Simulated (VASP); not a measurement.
A run of VASP 6.6.1 is set up as follows.

The input INCAR:

```
SYSTEM = V
ALGO     = Normal         ! electronic algorithm
EDIFF    = 1E-7           ! SCF threshold, eV
ENCUT    = 520            ! plane-wave cutoff, eV
GGA      = PS             ! functional
ISIF     = 2              ! what is computed and relaxed
ISMEAR   = 0              ! smearing method
ISPIN    = 2              ! spin polarisation
LASPH    = .True.         ! aspherical terms in the spheres
LCHARG   = .False.        ! write CHGCAR
LMAXMIX  = 4              ! l up to which the mixer works
LORBIT   = 11             ! projections on sites
LREAL    = .False.        ! projectors in reciprocal space
LWAVE    = .False.        ! write WAVECAR
MAGMOM   = 2              ! initial moments
NBANDS   = 16             ! bands
NELM     = 150            ! most SCF steps
PREC     = Accurate       ! precision mode
SIGMA    = 0.1            ! smearing width, eV
```

KPOINTS

```
k-points
0
Gamma
  9 9 8
  0 0 0
```

Contents of POSCAR:

```
V
1.0
    2.5924543552      0.0000000000      0.0000000000
   -1.2962271776      2.2451313298      0.0000000000
    0.0000000000      0.0000000000      2.4223245382
V
1
Direct
    0.0000000000      0.0000000000      0.0000000000
```

Potentials or basis: VASP PAW PBE potentials, release 64 (V_sv).

Launch:

```bash
$ cat potpaw_PBE.64/V_sv/POTCAR > POTCAR
$ mpirun -np 1 vasp_std > vasp.out
```

Q: What does it give for the pressure?

A: -6.3 GPa.

Q: What does it give for the net moment?

A: 0.00 μB per cell.

Q: Predict the band gap on the k mesh.

A: None (metal or under the smearing width).

Stress tensor (GPa, compression positive):
```
-6.36  0.00  0.00
 0.00 -6.36  0.00
 0.00  0.00 -6.06
```

Caveat: the PAW data sets were made with another functional, which shifts forces and pressure a little.
